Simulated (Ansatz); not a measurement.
## Straining SiO₂

Computed with DFT PBEsol, scalar-relativistic, plane waves, PAW (Ansatz 0.2.0). Run with 420 eV cutoff, 6×6×4 k-mesh, Gaussian smearing of 0.02 eV, no spin polarisation.

The relaxed crystal:

```xyz
12
Lattice="5.0278 0.0000 0.0000 0.0000 5.0278 0.0000 0.0000 0.0000 7.0057" Properties=species:S:1:pos:R:3 pbc="T T T"
Si    1.0154    1.0154    0.0000
Si    1.4985    3.5293    5.2543
Si    3.5293    1.4985    1.7514
Si    4.0124    4.0124    3.5029
O     3.0260    3.7180    4.7524
O     2.0018    1.3097    1.2496
O     3.7180    3.0260    2.2533
O     1.2042    4.5156    6.5039
O     1.3097    2.0018    5.7562
O     0.5121    3.8236    4.0047
O     4.5156    1.2042    0.5019
O     3.8236    0.5121    3.0010
```

Deformation: all cell vectors scaled alike, the atoms relaxed, all within the symmetry that the strain leaves. Energies are extrapolated to zero smearing. Gaps are Kohn–Sham gaps over the whole zone.

```csv
strain (%),ΔE (meV/atom),a (Å),b (Å),c (Å),gap (eV)
-3.0,5.7,4.877,4.877,6.796,5.68
-1.5,1.5,4.952,4.952,6.901,5.63
+0.0,0.0,5.028,5.028,7.006,5.57
+1.5,1.1,5.103,5.103,7.111,5.52
+3.0,4.6,5.179,5.179,7.216,5.48
```

(1) What stiffness (1/V) d²E/dε² at zero strain does a cubic fit over all points give?

(2) How fast does the gap move with strain on either side?

Answers

(1) A cubic fit gives (1/V) d²E/dε² = 124 GPa at zero strain (nine times the bulk modulus at fixed shape).

(2) -35 meV per percent on the compressed side and -32 meV per percent on the stretched side; it is direct at -1.5 %, direct at zero and direct at +1.5 %.

This form isn't the usual stable structure of the compound.